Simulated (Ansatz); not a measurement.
Input for Ansatz (plane-wave DFT), NiSb:

```yaml
crystal:
  lattice:
    - [3.9399999606, 0.0, 0.0]
    - [-1.9699999803, 3.4121400568, 0.0]
    - [0.0, 0.0, 5.14]
  atoms:
    - { symbol: Ni, position: [0.0, 0.0, 0.0] }
    - { symbol: Ni, position: [0.0, 0.0, 0.5] }
    - { symbol: Sb, position: [0.3840947552, 0.6666666667, 0.25] }
    - { symbol: Sb, position: [0.6666666667, 0.3333333333, 0.75] }
basis:
  ecutwfc: 420
kpoints:
  mp_grid: { grid: [6, 6, 4] }
hamiltonian:
  xc: pbe
scf:
  occupations: { method: gaussian, width: 0.1 }
output:
  forces: true
  stress: true
  eigenvalues: true
```

Command:

```bash
ansatz run input.yaml --threads 1 --pin off --max-ram 1331MiB --backend cpu --events-out ev --progress --plain --runs-dir out
```

Output, shortened (HF is the Harris–Foulkes energy, dr2 the density residual in eV):

```text
Pseudopotential: Ni, paw, valence charge 18, recommended cutoff 420 eV (normal)
Pseudopotential: Sb, paw, valence charge 15, recommended cutoff 420 eV (normal)
Crystal: 4 atoms, lattice volume = 69.101 Å³
Basis set: ecut = 420 eV, 1385 PW (Γ), exchange–correlation on 54×54×72 points (8 copies of the dense FFT grid, shifted against one another)
Bands: 40, of which v1, the nominal top of the filled ones, is band 33 counted from 1 (32 counted from 0)
Symmetry: 2 space group operations
Space group: Pm (ITA 6), of the structure as read, at distance tolerance 4.1e-5 Å
k-points: 60 of 144 (time reversal used)
Initial density: superposition of atomic densities, corrected by the library's trained network
SCF iter   1: HF=-24649.273148 eV  Δρ=5.54e-3  dr2=7.20e-3
SCF iter   2: HF=-24649.272192 eV  Δρ=2.36e-3  dr2=1.10e-3
SCF iter   3: HF=-24649.272126 eV  Δρ=6.82e-4  dr2=2.58e-4
SCF iter   4: HF=-24649.272116 eV  Δρ=1.51e-4  dr2=2.27e-5
SCF iter   5: HF=-24649.272114 eV  Δρ=5.43e-5  dr2=1.58e-6
SCF iter   6: HF=-24649.272114 eV  Δρ=1.49e-5  dr2=1.49e-7
SCF iter   7: F=-24649.272114 eV  HF=-24649.272114 eV  Δρ=3.92e-6  dr2=1.19e-8
SCF 1 converged in 7 iterations: F = -24649.272114 eV  dr2 = 1.19e-8
SCF converged after 7 iterations
Free energy (F): -24649.272114 eV
E sigma→0 (E₀):  -24649.264961 eV
Entropy (-TS):   -0.014305 eV (-3.576 meV/atom)
Fermi energy:    15.180030 eV
--- Forces (eV/Å), atoms counted from 1 ---
  atom   1  Ni     0.67359537     0.16452312    -0.17174960
  atom   2  Ni     0.67359537     0.16452312     0.17174960
  atom   3  Sb    -1.55212692    -0.31561959     0.00000000
  atom   4  Sb     0.20495073    -0.01342076     0.00000000
--- Stress (GPa, compression-positive) ---
        4.349201       3.157042       0.000000
        3.157042       3.352611       0.000000
        0.000000       0.000000       4.033373
  P = ⅓ Tr σ = 3.9117 GPa (39.117 kbar)
```

The inputs are trials, many of them unsound on purpose. Their numbers show the effect of the settings and aren't properties of the material.